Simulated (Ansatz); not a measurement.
All numbers below come from Ansatz, DFT PBE, scalar-relativistic, plane waves, PAW. All cells share a 420 eV cutoff and Γ-centred k meshes spaced at most about 0.3 Å⁻¹ (about 0.25 or finer for metals, 2π included). No spin polarisation.

These are static total energies at zero pressure.

Two forms of Hf2H5 were relaxed alike.

1.

Space group Immm (No. 71). a = 3.236 Å, b = 4.763 Å, c = 10.337 Å, α = 90.00°, β = 90.00°, γ = 90.00°
```json
{"atom": "Hf", "site": "4i", "symmetry": "mm2", "x": "0.0000", "y": "0.0000", "z": "0.8129"}
{"atom": "H", "site": "8l", "symmetry": "m..", "x": "0.5000", "y": "0.7498", "z": "0.8412"}
{"atom": "H", "site": "2a", "symmetry": "mmm", "x": "0.0000", "y": "0.0000", "z": "0.0000"}
```

2.

Space group P-3m1 (No. 164). a = 3.209 Å, b = 3.209 Å, c = 16.544 Å, α = 90.00°, β = 90.00°, γ = 120.00°
| atom | site | symmetry | x | y | z |
| --- | --- | --- | --- | --- | --- |
| Hf | 2d | 3m. | 0.3333 | 0.6667 | 0.5881 |
| Hf | 2c | 3m. | 0.0000 | 0.0000 | 0.7632 |
| H | 2c | 3m. | 0.0000 | 0.0000 | 0.0227 |
| H | 2d | 3m. | 0.6667 | 0.3333 | 0.5388 |
| H | 2c | 3m. | 0.0000 | 0.0000 | 0.6399 |
| H | 2d | 3m. | 0.3333 | 0.6667 | 0.7160 |
| H | 2d | 3m. | 0.6667 | 0.3333 | 0.8197 |

Question: Which would you expect to be lower, and how large is the difference?

Answer: Cell 2 is lower, by 18 meV/atom. Cell 1 has space group Immm (No. 71), 11.4 Å³/atom and no gap on its mesh; cell 2 has space group P-3m1 (No. 164), 10.5 Å³/atom and no gap. Counting H atoms around Hf (those within 1.25 times the shortest such distance or 1.15 times the sum of covalent radii; a slash parts the counts of unlike sites), cell 1 has Hf 7 and cell 2 has Hf 7/8. Cell 2 holds H–H pairs as short as in free H₂ molecules (shortest 0.75 Å); in cell 1 the shortest H–H distance is 2.38 Å. Both come from invented guesses.

The k mesh leaves some 4 meV/atom of noise in the energy of each metallic cell. Weakly bound directions are ill-defined at this level, which has no dispersion term (P-3m1), and this can change margins and order among such cells. Spin–orbit coupling, which can matter for Hf, is left out. With hydrogen, zero-point motion can shift such differences by 10 meV/atom or more. Cells relaxed within their symmetry can be saddle points.
